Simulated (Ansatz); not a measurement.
**Point defect: C vacancy in SiC**

Method: Ansatz 0.2.0, DFT PBE, scalar-relativistic, plane waves, PAW. Run with 420 eV cutoff, 4×4×2 k-mesh, Gaussian smearing of 0.01 eV, collinear spin in charge +1, -1 alone.

Host crystal, relaxed:

```
Si C
1.0
     3.09412    0.00000    0.00000
    -1.54706    2.67959    0.00000
     0.00000    0.00000   10.12934
Si C
4 4
Direct
  0.66667 0.33333 0.93784
  0.33333 0.66667 0.43784
  0.00000 0.00000 0.68790
  0.00000 0.00000 0.18790
  0.66667 0.33333 0.74981
  0.33333 0.66667 0.24981
  0.00000 0.00000 0.50045
  0.00000 0.00000 0.00045
```

Supercell of 32 atoms, rows in host cell vectors: 0 -2 0; -2 0 0; 0 0 -1. Atoms relax at the host's cell from a start displaced at random by 0.06 Å near the defect, so other minima may exist. The cell is small, so energies carry finite-size errors of tenths of an eV. The host's Kohn–Sham gap is 2.22 eV. Atoms are taken from and returned to the elements' standard states. Charged cells are corrected for image charges with the computed static dielectric tensor (mean 10.6) and aligned with the host's potential at far atoms (alignment terms reach 0.43 eV; the program doubts the alignment in some charges, where it is up to 0.43 eV). No band-filling term is added, and the Fermi level counts from the host's valence band top.

Starting moments were lost in some runs.

Defect: C vacancy at (0.667, 0.333, 0.750) of the host cell.

(1) What is the formation energy of the neutral defect?

(2) Does the neutral defect carry a moment, and how do its surroundings relax?

(3) Charges +1, 0, -1, -2 were computed. Which is stable where in the gap?

Answers

(1) 4.01 eV.

(2) The neutral run had no spin polarisation, so a moment wasn't tested. The nearest neighbours before are 3 Si at 1.89 Å, 1 Si at 1.91 Å; after relaxation the atoms near the site are 1 Si at 1.87 Å, 2 Si at 1.95 Å, 1 Si at 1.96 Å; the largest move is 0.06 Å.

(3) Among the charges computed the stable one is +1 at the valence band top, changing to 0 at 1.40 eV, changing to -1 at 2.13 eV. In charge -2 the extra carrier would gain by moving to a band edge of the host, so it isn't bound in the gap. In charge +1, -1, -2 the cell has partly filled bands: a level of the defect may be part filled, the carrier may sit in the host's bands, or levels may cross between the k points, so transitions that involve it are doubtful. Other sites of the defect weren't tried. Levels between neighbouring charges: (+1/0) 1.40 eV, (0/-1) 2.13 eV, (-1/-2) 2.59 eV.

Cost: 5 runs of about 2.9 core-hours in all, on Arm Neoverse N1 (shared hosts).